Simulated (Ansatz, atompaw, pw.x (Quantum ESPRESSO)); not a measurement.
**lithium (Li) (sc): variants of one PAW (atompaw) potential in the solid**

lithium, PAW, made with atompaw 4.2.0.5 (PBE, scalar-relativistic). Core [He], reference 2s1 2p0. Waves: 2s (bound): rc 3.00 bohr; 2s channel at 0.15 Ry: rc 2.85 bohr; 2p (bound, empty): rc 3.00 bohr; 2p channel at 1.05 Ry: rc 3.00 bohr. Local part: vpsmatchnc scheme with l = 2 at 0 Ry, radius 2.15 bohr. Core correction: smooth core density matched at 1.80 bohr. Augmentation charge: sinc compensation charge, radius 2.45 bohr; PAW radius 3.00 bohr; waves and projectors: custom rrkj vanderbiltortho.

Crystal test: sc Li in pw.x 7.5, no spin, 12³ k-points, Fermi–Dirac smearing 0.01 Ry, cutoffs set for each file from its atomic test. The reference is all-electron LAPW (Ansatz 0.2.0) with the same functional, mesh and smearing; V0 and B0 come from Birch–Murnaghan fits to the pressures at five volumes. Errors are pseudo minus all-electron; Δ is the rms difference of the E(V) curves that follow from these fits, minima aligned, over ±6 % about the mean V0. Mesh and smearing are coarse, so the numbers serve the comparison and aren't converged zero-temperature values; the lattice is a test structure that the element need not adopt.

All-electron: a0 = 2.736 Å (V0 = 20.48 Å³/atom), B0 = 12.1 GPa.

Base: The largest radius (3.00 bohr) exceeds half the bond length (2.59 bohr), so the spheres overlap, which is one possible source of error among others.

1 further variants are left out: they gave no file fit for a test, a broken result, the same result as the base, or pressures whose basis-set error rivals the error shown.

```tsv
change	cutoffs (Ry)	pw.x	a0 (Å)	a0 error (%)	B0 error (%)	Δ (meV/atom)	mean pressure error (GPa)
base	40/400	converged	2.734	-0.06	+0.9	0.1	-0.02
local potential vpsmatchnc scheme with l = 2 at 0 Ry, radius 2.42 bohr	40/400	converged	2.735	-0.04	+0.8	0.1	-0.01
wave 2s channel at 0.15 Ry: rc 2.85 bohr becomes 2s channel at 6.76 Ry: rc 2.85 bohr	40/400	converged	2.720	-0.60	+4.6	1.0	-0.22
all radii scaled by about 0.73 (s 2.18, p 2.18 bohr); local potential vpsmatchnc scheme with l = 2 at 0 Ry, radius 1.56 bohr; augmentation sinc compensation charge, radius 1.78 bohr; PAW radius 2.18 bohr; waves and projectors: custom rrkj vanderbiltortho; core correction smooth core density matched at 1.30 bohr	40/400	converged	2.738	+0.09	+0.3	0.1	+0.03
wave 2p channel at 1.05 Ry: rc 3.00 bohr becomes 2p channel at 1.05 Ry: rc 2.06 bohr	40/400	converged	2.722	-0.51	+2.3	0.8	-0.18
```
